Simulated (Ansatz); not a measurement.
Runs of Ansatz 0.2.0 on V. The structure is hexagonal, space group P6_3/mmc (No. 194). The conventional cell has a = 2.604 Å, b = 2.604 Å, c = 4.723 Å, α = 90.00°, β = 90.00°, γ = 120.00°. V (site symmetry -6m2) has 12 V at 2.60 to 2.80 Å as nearest neighbours. This isn't the form of V at room conditions, which is bcc.

```tsv
fixed moment (μB)	pressure (GPa)	moment (μB)
1.0	(b)	1.00
5.0	18.7	5.00
4.0	9.6	4.00
3.0	2.3	3.00
2.0	(a)	2.00
```

Alike in all rows: task single point; level PBEsol; potentials or basis Ansatz PAW; spin collinear, ferromagnetic start; cell as given; k mesh 10 × 10 × 5; cutoff (eV) 420; smearing fermi-dirac 0.05 eV.

Fill in the values left out.

(a) -2.9; (b) -6.0.

Caveats: the total moment is fixed, so each spin has its own Fermi level; the PAW data sets come from PBE, with cores solved anew for the run's functional, which leaves a small shift of forces and pressure; the thresholds are loose for stress.
